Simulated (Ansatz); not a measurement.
# CoO: the cost of one run

Program: Ansatz 0.2.0. Level of theory: DFT PBEsol, scalar-relativistic. These are calculated values, not measurements.

**1. Starting point**

Symmetry: Fm-3m, No. 225, cubic system. The conventional cell has a = 4.263 Å, b = 4.263 Å, c = 4.263 Å, α = 90.00°, β = 90.00°, γ = 90.00°. Co (site symmetry m-3m) has 6 O at 2.13 Å as nearest neighbours. O (site symmetry m-3m) has 6 Co at 2.13 Å as nearest neighbours.

Coordinates:

```xyz
2
Lattice="0.0000 2.1315 2.1315 2.1315 0.0000 2.1315 2.1315 2.1315 0.0000" Properties=species:S:1:pos:R:3 pbc="T T T"
Co    0.0000    0.0000    0.0000
O     2.1315    2.1315    2.1315
```

Atoms are numbered in the order of the input: Co1, O2.

**2. After the deformation**

Space group Fm-3m before, I4/mmm after.

**3. All-electron LAPW**

input.yaml reads:

```yaml
crystal:
  lattice:
    - [0.0, 2.195445, 2.1315]
    - [2.195445, 0.0, 2.1315]
    - [2.195445, 2.195445, 0.0]
  atoms:
    - { symbol: Co, position: [0.0, 0.0, 0.0], spin: 2.0 }
    - { symbol: O, position: [0.5, 0.5, 0.5] }
magnetization:
  spin_polarized: true
kpoints:
  mp_grid: { grid: [16, 16, 16] }
  band_path:
    path:
      - [0.0, 0.0, 0.0]
      - [0.0, 0.5, 0.5]
      - [0.25, 0.75, 0.5]
      - [0.0, 0.5, 0.0]
      - [0.0, 0.0, 0.0]
      - [0.5, 0.5, 0.0]
      - [0.3826125, 0.6173875, 0.0]
      - [-0.3826125, 0.3826125, 0.0]
      - [0.0, 0.0, 0.0]
    npoints: 5
scf:
  occupations: { method: fermi_dirac, width: 0.05 }
hamiltonian:
  xc: pbesol
  pseudopotentials: { kind: all_electron, lapw: { basis_error: 0.0005 } }
output:
  forces: true
  stress: true
  eigenvalues: true
```

Command:

```bash
$ ansatz run input.yaml --threads 1 --pin off --max-ram 3072MiB --backend cpu --events-out ev --progress --plain --runs-dir out
```

Q: Estimate wall time and peak memory on 1 thread of Intel Xeon 6975P-C (Granite Rapids), shared host.

About 84 s, with a peak of 1.2 GiB.
